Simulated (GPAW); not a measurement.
Crystal: TaN.

```xyz
6
Lattice="5.1910 0.0000 0.0000 -2.5955 4.4955 0.0000 0.0000 0.0000 2.9080" Properties=species:S:1:pos:R:3 pbc="T T T"
Ta    2.5955    1.4985    1.4540
Ta    0.0000    2.9970    1.4540
Ta    0.0000    0.0000    0.0000
N    -1.2977    2.2478    0.0000
N     1.2977    2.2478    0.0000
N     2.5955    0.0000    0.0000
```

Base run:

```yaml
Program: GPAW 26.7.0
Functional: PBEsol
Potentials_or_basis: PAW data sets generated in the run's folder for this functional
Cutoff: 800 eV
Basis: pw
k_mesh: 6 × 6 × 9
Occupations: fermi-dirac, width 0.05 eV
Spin: no spin polarisation
```

Its results: pressure 0.6 GPa.

**Question.** The run is repeated on the same cell with these changes: k mesh from 6 × 6 × 9 to 4 × 4 × 6. What comes out?

**Answer.** Pressure 1.1 GPa.

Caveats: some runs use coarse meshes.
